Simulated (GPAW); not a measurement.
Crystal: SnSe.

```xyz
2
Lattice="0.0000 3.0100 3.0100 3.0100 0.0000 3.0100 3.0100 3.0100 0.0000" Properties=species:S:1:pos:R:3 pbc="T T T"
Sn    0.0000    0.0000    0.0000
Se    3.0100    3.0100    3.0100
```

Measurements of this composition are mostly on another form, of space group No. 62.

Base run:

```yaml
Program: GPAW 26.7.0
Functional: LDA
Potentials_or_basis: PAW data sets generated in the run's folder for this functional
Cutoff: 600 eV
Basis: pw
k_mesh: 6 × 6 × 6
Occupations: fermi-dirac, width 0.05 eV
Spin: no spin polarisation
```

Its results: pressure -3.8 GPa.

Problem. After a change of settings the same cell gave: pressure 4.4 GPa. Which change was it?
A. functional from LDA to PBEsol; cutoff from 600 eV to 500 eV
B. functional from LDA to r2SCAN; potentials or basis from PAW data sets generated in the run's folder for this functional to GPAW PAW data sets (gpaw-data 1.2.1); cutoff from 600 eV to 500 eV
C. potentials or basis from PAW data sets generated in the run's folder for this functional to the program's PAW data sets (release 1.2.1) made for this functional; k mesh from 6 × 6 × 6 to 8 × 8 × 8
D. functional from LDA to BLYP; spin from no spin polarisation to spin-orbit coupling, no magnetisation

Solution. D.

Caveats: spin-orbit coupling was added after a scalar SCF, so levels and gaps hold it while energy, forces, pressure and moments don't (some runs).

Not every run made on this cell is shown here.
